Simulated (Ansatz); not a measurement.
Wires are cut from relaxed bulk Fe (Im-3m, 11.35 Å³/atom, gap on the mesh 0.00 eV); atoms and period are relaxed, and energies count from that bulk.

All numbers below come from DFT PBE, scalar-relativistic, plane waves, PAW in Ansatz.

Cutoff 420 eV, Gaussian smearing of 0.05 eV, energies at zero smearing, symmetry of each start kept, collinear spin where a moment is listed.

| start | atoms | k mesh | excess energy (eV per host atom) | line energy (eV/Å) | period (Å) | gap on the mesh (eV) | highest filled level or Fermi level under vacuum (eV) | size of the moment (μB per cell) |
| --- | --- | --- | --- | --- | --- | --- | --- | --- |
| [110] wire, 4 host atoms a period | 4 | 1×1×8 | 2.007 | 2.138 | 3.755 | 0 | 3.94 | 12.00 |
| [110] wire, 8 host atoms a period* | 8 | 1×1×8 | 1.212 | 3.588 | 2.702 | 0 | - | 23.25 |

* ends far from its start.

Each run keeps its start's symmetry and one magnetic start, so lower states can exist.

Cost: 2 runs of about 22 core-minutes in all, on Arm Neoverse V2 (shared hosts).